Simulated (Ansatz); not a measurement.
# CuO in Ansatz: the effect of target pressure

The system is CuO.

```
CELL_PARAMETERS angstrom
4.16094 0.00000 0.00000
0.00000 4.16094 0.00000
0.00000 0.00000 3.88764
ATOMIC_POSITIONS crystal
Cu 0.50000 0.00000 0.50000
Cu 0.00000 0.50000 0.50000
Cu 0.00000 0.00000 0.00000
O 0.00000 0.00000 0.50000
O 0.50000 0.00000 0.00000
O 0.00000 0.50000 0.00000
```

Measurements of this composition are mostly on another form, of space group No. 15.

Alike in all runs:

```yaml
Program: Ansatz 0.2.0
Task: relaxation of cell and atoms
Functional: PBEsol
Potentials_or_basis: Ansatz PAW
Cutoff: "420 eV (not typed: the program's choice for these potentials)"
k_mesh: 7 × 7 × 7
Occupations: fermi-dirac, width 0.05 eV
Spin: no spin polarisation
```

Each run relaxes the cell or the atoms first.

```tsv
target pressure	relaxed volume (Å³/atom)
0 GPa	10.81
2 GPa	10.64
5 GPa	10.41
10 GPa	?
20 GPa	9.62
30 GPa	9.25
```

Q: What does the run with target pressure 10 GPa give?

A: Relaxed volume 10.10 Å³/atom.

Worked out: In Murnaghan's law V^(-B') rises as a straight line in P. The other rows fit best with B' = 5.6, V0 = 10.81 Å³/atom and B0 = 121 GPa, which gives 10.10 Å³/atom at 10 GPa, against the run's 10.10.

Caveats: the plane-wave basis is chosen anew once the cell has moved, so the energies of steps on either side of that aren't comparable; an odd number of electrons without spin polarisation forces a metal; a magnetic or distorted state may lie lower; the run has no spin polarisation, though such a crystal can be magnetic; the PAW data sets come from PBE, with cores solved anew for the run's functional, which leaves a small shift of forces and pressure; the volume moved by over 15 % at a fixed basis, so the end points are rough (some runs).
